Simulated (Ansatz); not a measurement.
The system is TePb.

```
Pb Te
1.0
     0.00000    3.23100    3.23100
     3.23100    0.00000    3.23100
     3.23100    3.23100    0.00000
Pb Te
1 1
Direct
  0.00000 0.00000 0.00000
  0.50000 0.50000 0.50000
```

Base run:

- Program: Ansatz 0.2.0
- Functional: BLYP
- Potentials or basis: Ansatz PAW
- Cutoff: 420 eV
- Density cutoff: 1680 eV
- k mesh: 7 × 7 × 7
- Occupations: fermi-dirac, width 0.05 eV
- Spin: no spin polarisation

Its results: pressure 5.3 GPa.

Task: The run is repeated on the same cell with these changes: functional from BLYP to RPBE. What comes out?

Result: Pressure 3.6 GPa.

Caveats: the potentials were made for another functional, which shifts forces and pressure; the PAW data sets come from PBE, with cores solved anew for the run's functional, which leaves a small shift of forces and pressure.

Not every run made on this cell is shown here.
